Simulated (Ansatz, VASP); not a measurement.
## One calculation of MgI2, two programs

```
CELL_PARAMETERS angstrom
4.05479 0.00000 0.00000
-2.02739 3.51155 0.00000
0.00000 0.00000 6.65842
ATOMIC_POSITIONS crystal
Mg 0.00000 0.00000 0.00000
I 0.33333 0.66667 0.24949
I 0.66667 0.33333 0.75051
```

Alike in both runs: task relaxation of shape and atoms at fixed volume; functional PBE; dispersion D3(BJ); k mesh 6 × 6 × 4; occupations gaussian, width 0.02 eV; no spin polarisation.

```csv
,VASP,Ansatz
version,VASP 6.6.1,Ansatz 0.2.0
potentials or method,"VASP PAW PBE potentials, release 64 (Mg, I)","scalar-relativistic, plane waves, PAW"
plane-wave cutoff (eV),600,420
valence electrons in the cell,16,44
```

|  | VASP | Ansatz | Ansatz less VASP |
| --- | --- | --- | --- |
| gap on the k mesh at the Fermi level, each at its own relaxed structure (eV) | 3.42 | 3.45 | +0.036 |
| relaxed volume (Å³/atom) | 31.60 | 31.60 | 0.000 |
| relaxed cell length with the largest relative difference (Å) | 6.608 | 6.622 | +0.0133 |
| energy change over the relaxation (meV/atom) | -1 | -1 | -0.2 |

The two sets of potentials don't hold the same shells in valence.

Caveats: spin-orbit coupling is left out, which moves the levels of the heavy elements. PBE gaps usually lie below the measured ones, often by a third to a half. A k mesh can miss the band edges.
